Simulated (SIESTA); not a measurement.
# Sn under changes of volume

One of the cells (28.203 Å³/atom); the others are scaled copies at fixed shape and fractional positions:

```xyz
2
Lattice="-2.9596 2.9596 1.6099 2.9596 -2.9596 1.6099 2.9596 2.9596 -1.6099" Properties=species:S:1:pos:R:3 pbc="T T T"
Sn    0.0000    0.0000    0.0000
Sn    0.0000    2.9596    0.8049
```

| Item | Value |
| --- | --- |
| Program | SIESTA 5.4.2 |
| Functional | PBE |
| Potentials or basis | PseudoDojo 0.4 standard (PBE files) |
| Basis | DZP (energy shift 0.003 Ry; two zetas on semicore shells) |
| Grid cutoff | 500 Ry |
| Energy shift | 0.003 Ry |
| k mesh | 9 × 9 × 9 |
| Occupations | fermi-dirac, width 0.05 eV |
| Spin | no spin polarisation |

| volume (Å³/atom) | energy over the lowest point (meV/atom) | pressure (GPa) |
| --- | --- | --- |
| 25.991 | 52.01 | 6.3 |
| 26.544 | 32.96 | 4.8 |
| 27.097 | 18.47 | 3.5 |
| 28.203 | ? | ? |
| 28.756 | 0.00 | 0.3 |
| 29.309 | 0.67 | -0.6 |

Question: What does the run at 28.203 Å³/atom give?

Answer: Energy over the lowest point 2.61 meV/atom; pressure 1.2 GPa.

Worked out: A Birch-Murnaghan fit of order 3 (a polynomial in V^(-2/3)) to the other rows has its minimum at 28.90 Å³/atom with B0 = V·E''(V) = 48 GPa and B' = 4.2 at fixed shape and positions, which overstates the stiffness. It gives 2.47 meV/atom at 28.203 Å³/atom, against the run's 2.61, and -dE/dV = 1.2 GPa, against 1.2.

Energies are extrapolated to zero smearing.

Caveats: the basis of atomic orbitals isn't converged, which shifts pressures, moduli and gaps.
